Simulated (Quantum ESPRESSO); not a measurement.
# AlCu (Pm-3m) in Quantum ESPRESSO: a series of runs

The runs below take AlCu through single point, equation of state, with PBEsol.

All numbers are computed with Quantum ESPRESSO 7.5; they aren't measurements. Logs are shortened: lines on timing, memory, paths and dates and some standing lists are left out, and cuts for length are marked.

### Step 1. Starting point

Symmetry: Pm-3m, No. 221, cubic system. The conventional cell has a = 2.998 Å, b = 2.998 Å, c = 2.998 Å, α = 90.00°, β = 90.00°, γ = 90.00°. Cu (site symmetry m-3m) is surrounded by 8 Al at 2.60 Å. Around Al (site symmetry m-3m) lie 8 Cu at 2.60 Å.

The cell comes from a database or a generator and needn't be the stable form of this composition.

### Step 2. Single point, PBEsol, 12.66 Å³/atom

pw.in

```
&CONTROL
  calculation = 'scf'
  prefix = 'pwscf'
  outdir = './tmp'
  pseudo_dir = './pseudo'
  tstress = .true.
  disk_io = 'nowf'
/
&SYSTEM
  ibrav = 0
  nat = 2
  ntyp = 2
  ecutwfc = 56
  ecutrho = 448
  nbnd = 18
  occupations = 'smearing'
  smearing = 'fd'
  degauss = 0.00367493
/
&ELECTRONS
  conv_thr = 4d-10
  electron_maxstep = 120
  mixing_beta = 0.5
/
ATOMIC_SPECIES
Cu    63.5460 cu_pbesol_v1.2.uspp.F.UPF
Al    26.9815 al_pbesol_v1.uspp.F.UPF
CELL_PARAMETERS angstrom
   2.9363181771    0.0000000000    0.0000000000
   0.0000000000    2.9363181771    0.0000000000
   0.0000000000    0.0000000000    2.9363181771
ATOMIC_POSITIONS crystal
Cu     0.5000000000    0.5000000000    0.5000000000
Al     0.0000000000    0.0000000000    0.0000000000
K_POINTS automatic
9 9 9 0 0 0
```

Potentials or basis: GBRV 1.5 PBEsol.

Started as:

```
$ OMP_NUM_THREADS=1 mpirun -n 2 pw.x -nk 2 -in pw.in > pw.out
```

pw.out:

```text
This program is part of the open-source Quantum ESPRESSO suite
     for quantum simulation of materials; please cite
[... 13 lines left out ...]
     --------------------
     sticks:   dense  smooth     PW     G-vecs:    dense   smooth      PW
     Sum        1101     553    177                27369     9771    1743

     Using Slab Decomposition

     bravais-lattice index     =            0
     lattice parameter (alat)  =       5.5488  a.u.
     unit-cell volume          =     170.8464 (a.u.)^3
     number of atoms/cell      =            2
     number of atomic types    =            2
     number of electrons       =        22.00
     number of Kohn-Sham states=           18
     kinetic-energy cutoff     =      56.0000  Ry
     charge density cutoff     =     448.0000  Ry
     scf convergence threshold =      4.0E-10
     mixing beta               =       0.5000
     number of iterations used =            8  plain     mixing
     Exchange-correlation= SLA  PW   PSX  PSC
                           (   1   4  10   8   0   0   0)

     celldm(1)=   5.548837  celldm(2)=   0.000000  celldm(3)=   0.000000
     celldm(4)=   0.000000  celldm(5)=   0.000000  celldm(6)=   0.000000

     crystal axes: (cart. coord. in units of alat)
               a(1) = (   1.000000   0.000000   0.000000 )
               a(2) = (   0.000000   1.000000   0.000000 )
               a(3) = (   0.000000   0.000000   1.000000 )

     reciprocal axes: (cart. coord. in units 2 pi/alat)
               b(1) = (  1.000000  0.000000  0.000000 )
               b(2) = (  0.000000  1.000000  0.000000 )
               b(3) = (  0.000000  0.000000  1.000000 )

     PseudoPot. # 1 for Cu read from file:
     cu_pbesol_v1.2.uspp.F.UPF
     Pseudo is Ultrasoft + core correction, Zval = 19.0
     Generated by new atomic code, or converted to UPF format
     Using radial grid of  867 points,  6 beta functions with:
                l(1) =   0
                l(2) =   0
                l(3) =   1
                l(4) =   1
                l(5) =   2
                l(6) =   2
     Q(r) pseudized with  8 coefficients,  rinner =    1.150   1.150   1.150
                                                       1.150   1.150

     PseudoPot. # 2 for Al read from file:
     al_pbesol_v1.uspp.F.UPF
     Pseudo is Ultrasoft + core correction, Zval =  3.0
     Generated by new atomic code, or converted to UPF format
     Using radial grid of  893 points,  3 beta functions with:
                l(1) =   0
                l(2) =   1
                l(3) =   2
     Q(r) pseudized with  8 coefficients,  rinner =    0.900   0.900   0.900
                                                       0.900   0.900

     atomic species   valence    mass     pseudopotential
     Cu               19.00    63.54600     Cu( 1.00)
     Al                3.00    26.98150     Al( 1.00)

     48 Sym. Ops., with inversion, found

   Cartesian axes

     site n.     atom                  positions (alat units)
         1        Cu     tau(   1) = (   0.5000000   0.5000000   0.5000000  )
         2        Al     tau(   2) = (   0.0000000   0.0000000   0.0000000  )

     number of k points=    35  Fermi-Dirac smearing, width (Ry)=  0.0037
                       cart. coord. in units 2pi/alat
        k(    1) = (   0.0000000   0.0000000   0.0000000), wk =   0.0027435
        k(    2) = (   0.0000000   0.0000000   0.1111111), wk =   0.0164609
        k(    3) = (   0.0000000   0.0000000   0.2222222), wk =   0.0164609
        k(    4) = (   0.0000000   0.0000000   0.3333333), wk =   0.0164609
        k(    5) = (   0.0000000   0.0000000   0.4444444), wk =   0.0164609
        k(    6) = (   0.0000000   0.1111111   0.1111111), wk =   0.0329218
[... 27 lines left out ...]
        k(   34) = (   0.3333333   0.4444444   0.4444444), wk =   0.0658436
        k(   35) = (   0.4444444   0.4444444   0.4444444), wk =   0.0219479

     Dense  grid:    27369 G-vectors     FFT dimensions: (  40,  40,  40)

     Smooth grid:     9771 G-vectors     FFT dimensions: (  27,  27,  27)

     Initial potential from superposition of free atoms

     starting charge      20.9976, renormalised to      22.0000
     Starting wfcs are   17 randomized atomic wfcs +    1 random wfcs

     Self-consistent Calculation

     iteration #  1     ecut=    56.00 Ry     beta= 0.50
     Davidson diagonalization with overlap
     ethr =  1.00E-02,  avg # of iterations =  5.8

     total energy              =    -405.08987210 Ry
     estimated scf accuracy    <       8.67114568 Ry

     iteration #  2     ecut=    56.00 Ry     beta= 0.50
     Davidson diagonalization with overlap
     ethr =  1.00E-02,  avg # of iterations =  3.0

     total energy              =    -409.74183674 Ry
     estimated scf accuracy    <      11.80633904 Ry

     iteration #  3     ecut=    56.00 Ry     beta= 0.50
     Davidson diagonalization with overlap
     ethr =  1.00E-02,  avg # of iterations =  2.0
[... 106 lines left out ...]
     total energy              =    -410.19894208 Ry
     estimated scf accuracy    <          1.1E-09 Ry

     iteration # 19     ecut=    56.00 Ry     beta= 0.50
     Davidson diagonalization with overlap
     ethr =  5.18E-12,  avg # of iterations =  2.4

     total energy              =    -410.19894208 Ry
     estimated scf accuracy    <          4.3E-10 Ry

     iteration # 20     ecut=    56.00 Ry     beta= 0.50
     Davidson diagonalization with overlap
     ethr =  1.95E-12,  avg # of iterations =  1.1

     End of self-consistent calculation

          k = 0.0000 0.0000 0.0000 (  1213 PWs)   bands (ev):

  -100.2380 -57.7657 -57.7657 -57.7657   1.5942   8.4362   8.4362   9.5904
     9.5904   9.5904  17.5721  17.5721  17.5721  20.1092  20.1092  24.3212
    32.5797  32.5797

          k = 0.0000 0.0000 0.1111 (  1213 PWs)   bands (ev):

  -100.2379 -57.7670 -57.7656 -57.7656   1.8122   8.4430   8.4697   9.5274
     9.5274   9.5972  15.6099  17.8367  17.8367  20.1751  21.6579  25.2395
    30.4992  30.4992

          k = 0.0000 0.0000 0.2222 (  1217 PWs)   bands (ev):

  -100.2377 -57.7701 -57.7654 -57.7654   2.4595   8.3750   8.5560   9.3757
     9.3757   9.6144  13.0479  18.5946  18.5946  20.3652  22.9582  27.8064
    27.8064  28.0488
[... 181 lines left out ...]
          k = 0.3333 0.4444 0.4444 (  1206 PWs)   bands (ev):

  -100.2365 -57.7744 -57.7744 -57.7719   7.5403   8.0457   8.0631   9.5739
     9.9244  11.5302  12.6878  13.9911  15.2970  17.1599  18.4973  19.0731
    21.3406  35.4600

          k = 0.4444 0.4444 0.4444 (  1199 PWs)   bands (ev):

  -100.2364 -57.7742 -57.7742 -57.7742   7.7670   7.9192   7.9192   9.9387
     9.9387  12.7379  14.0460  14.0460  15.5112  16.5052  16.5052  17.4800
    19.3850  38.1690

     the Fermi energy is    13.5777 ev

!    total energy              =    -410.19894208 Ry
     estimated scf accuracy    <          1.5E-10 Ry
     smearing contrib. (-TS)   =      -0.00048376 Ry
     internal energy E=F+TS    =    -410.19845832 Ry

     The total energy is F=E-TS. E is the sum of the following terms:
     one-electron contribution =    -344.86510374 Ry
     hartree contribution      =     183.06307387 Ry
     xc contribution           =     -42.72797340 Ry
     ewald contribution        =    -205.66845505 Ry

     convergence has been achieved in  20 iterations

     Computing stress (Cartesian axis) and pressure

          total   stress  (Ry/bohr**3)                   (kbar)     P=       27.39
   0.00018617   0.00000000   0.00000000           27.39        0.00        0.00
   0.00000000   0.00018617   0.00000000            0.00       27.39        0.00
   0.00000000   0.00000000   0.00018617            0.00        0.00       27.39

=------------------------------------------------------------------------------=
   JOB DONE.
=------------------------------------------------------------------------------=
```

It took 15 s on 2 MPI ranks of Intel Xeon Platinum 8259CL at 2.50GHz (Skylake/Cascade Lake), shared host; peak memory 0.22 GiB.

What came out:

| Item | Value |
| --- | --- |
| Free energy | -5581.0409 eV |
| Pressure | 2.7 GPa |
| Band gap on the k mesh | none (metal or under the smearing width) |

### Step 3. Single point, PBEsol, 12.93 Å³/atom

Edit pw.in of step 2 so:

```diff
@@ -28,5 +28,5 @@
 CELL_PARAMETERS angstrom
-   2.9363181771    0.0000000000    0.0000000000
-   0.0000000000    2.9363181771    0.0000000000
-   0.0000000000    0.0000000000    2.9363181771
+   2.9569971555    0.0000000000    0.0000000000
+   0.0000000000    2.9569971555    0.0000000000
+   0.0000000000    0.0000000000    2.9569971555
 ATOMIC_POSITIONS crystal
```

Potentials or basis: GBRV 1.5 PBEsol.

Started as:

```
$ OMP_NUM_THREADS=1 mpirun -n 2 pw.x -nk 2 -in pw.in > pw.out
```

Run time: 15 s. Hardware: 2 MPI ranks of Intel Xeon Platinum 8259CL at 2.50GHz (Skylake/Cascade Lake), shared host; peak memory 0.22 GiB.

Results (log left out):

```
Free energy            : -5581.0462 eV
Pressure               : 0.0 GPa
Band gap on the k mesh : none (metal or under the smearing width)
```

### Step 4. Single point, PBEsol, 13.20 Å³/atom

Edit pw.in of step 3 so:

```diff
@@ -28,5 +28,5 @@
 CELL_PARAMETERS angstrom
-   2.9569971555    0.0000000000    0.0000000000
-   0.0000000000    2.9569971555    0.0000000000
-   0.0000000000    0.0000000000    2.9569971555
+   2.9773908838    0.0000000000    0.0000000000
+   0.0000000000    2.9773908838    0.0000000000
+   0.0000000000    0.0000000000    2.9773908838
 ATOMIC_POSITIONS crystal
```

Started as:

```
$ OMP_NUM_THREADS=1 mpirun -n 2 pw.x -nk 2 -in pw.in > pw.out
```

Run time: 16 s. Hardware: 2 MPI ranks of Intel Xeon Platinum 8259CL at 2.50GHz (Skylake/Cascade Lake), shared host; peak memory 0.22 GiB.

It converged, with:

| Property | Result |
| --- | --- |
| Free energy | -5581.0425 eV |
| Pressure | -2.6 GPa |
| Band gap on the k mesh | none (metal or under the smearing width) |

### Step 5. Single point, PBEsol, 13.47 Å³/atom

Edit pw.in of step 4 so:

```diff
@@ -28,5 +28,5 @@
 CELL_PARAMETERS angstrom
-   2.9773908838    0.0000000000    0.0000000000
-   0.0000000000    2.9773908838    0.0000000000
-   0.0000000000    0.0000000000    2.9773908838
+   2.9975090000    0.0000000000    0.0000000000
+   0.0000000000    2.9975090000    0.0000000000
+   0.0000000000    0.0000000000    2.9975090000
 ATOMIC_POSITIONS crystal
```

Started as:

```
$ OMP_NUM_THREADS=1 mpirun -n 2 pw.x -nk 2 -in pw.in > pw.out
```

Run time: 14 s. Hardware: 2 MPI ranks of Intel Xeon Platinum 8259CL at 2.50GHz (Skylake/Cascade Lake), shared host; peak memory 0.24 GiB.

It converged, with:

```
Free energy            : -5581.0308 eV
Pressure               : -4.7 GPa
Band gap on the k mesh : none (metal or under the smearing width)
```

### Step 6. Single point, PBEsol, 13.74 Å³/atom

Edit pw.in of step 5 so:

```diff
@@ -28,5 +28,5 @@
 CELL_PARAMETERS angstrom
-   2.9975090000    0.0000000000    0.0000000000
-   0.0000000000    2.9975090000    0.0000000000
-   0.0000000000    0.0000000000    2.9975090000
+   3.0173606315    0.0000000000    0.0000000000
+   0.0000000000    3.0173606315    0.0000000000
+   0.0000000000    0.0000000000    3.0173606315
 ATOMIC_POSITIONS crystal
```

Potentials or basis: GBRV 1.5 PBEsol.

Started as:

```
$ OMP_NUM_THREADS=1 mpirun -n 2 pw.x -nk 2 -in pw.in > pw.out
```

It took 23 s on 2 MPI ranks of Intel Xeon Platinum 8259CL at 2.50GHz (Skylake/Cascade Lake), shared host; peak memory 0.24 GiB.

It converged, with:

* Free energy: -5581.0122 eV
* Pressure: -6.7 GPa
* Band gap on the k mesh: none (metal or under the smearing width)

### Step 7. Single point, PBEsol, 14.01 Å³/atom

Edit pw.in of step 6 so:

```diff
@@ -28,5 +28,5 @@
 CELL_PARAMETERS angstrom
-   3.0173606315    0.0000000000    0.0000000000
-   0.0000000000    3.0173606315    0.0000000000
-   0.0000000000    0.0000000000    3.0173606315
+   3.0369544314    0.0000000000    0.0000000000
+   0.0000000000    3.0369544314    0.0000000000
+   0.0000000000    0.0000000000    3.0369544314
 ATOMIC_POSITIONS crystal
```

Started as:

```
$ OMP_NUM_THREADS=1 mpirun -n 2 pw.x -nk 2 -in pw.in > pw.out
```

Run time: 26 s. Hardware: 2 MPI ranks of Intel Xeon Platinum 8259CL at 2.50GHz (Skylake/Cascade Lake), shared host; peak memory 0.24 GiB.

The run converged. Its results:

```
Free energy            : -5580.9874 eV
Pressure               : -8.5 GPa
Band gap on the k mesh : none (metal or under the smearing width)
```

### Step 8. Single point, PBEsol, 14.27 Å³/atom

Edit pw.in of step 7 so:

```diff
@@ -28,5 +28,5 @@
 CELL_PARAMETERS angstrom
-   3.0369544314    0.0000000000    0.0000000000
-   0.0000000000    3.0369544314    0.0000000000
-   0.0000000000    0.0000000000    3.0369544314
+   3.0562986117    0.0000000000    0.0000000000
+   0.0000000000    3.0562986117    0.0000000000
+   0.0000000000    0.0000000000    3.0562986117
 ATOMIC_POSITIONS crystal
```

Started as:

```
$ OMP_NUM_THREADS=1 mpirun -n 2 pw.x -nk 2 -in pw.in > pw.out
```

Run time: 22 s. Hardware: 2 MPI ranks of Intel Xeon Platinum 8259CL at 2.50GHz (Skylake/Cascade Lake), shared host; peak memory 0.24 GiB.

Results (log left out):

| Property | Result |
| --- | --- |
| Free energy | -5580.9571 eV |
| Pressure | -10.0 GPa |
| Band gap on the k mesh | none (metal or under the smearing width) |

### Step 9. Equation of state, PBEsol

Potentials or basis: GBRV 1.5 PBEsol.

No new run: the results of the series are fitted here.

Results:

| Item | Value |
| --- | --- |
| Equilibrium volume | 12.95 Å³/atom |
| Bulk modulus | 127 GPa |
| Pressure derivative of the bulk modulus | 4.9 |

Energy against volume, from the lowest point:
| volume (Å³/atom) | energy (meV/atom) |
| --- | --- |
| 12.658 | 2.62 |
| 12.928 | 0.00 |
| 13.197 | 1.86 |
| 13.466 | 7.66 |
| 13.736 | 16.97 |
| 14.005 | 29.38 |
| 14.274 | 44.54 |
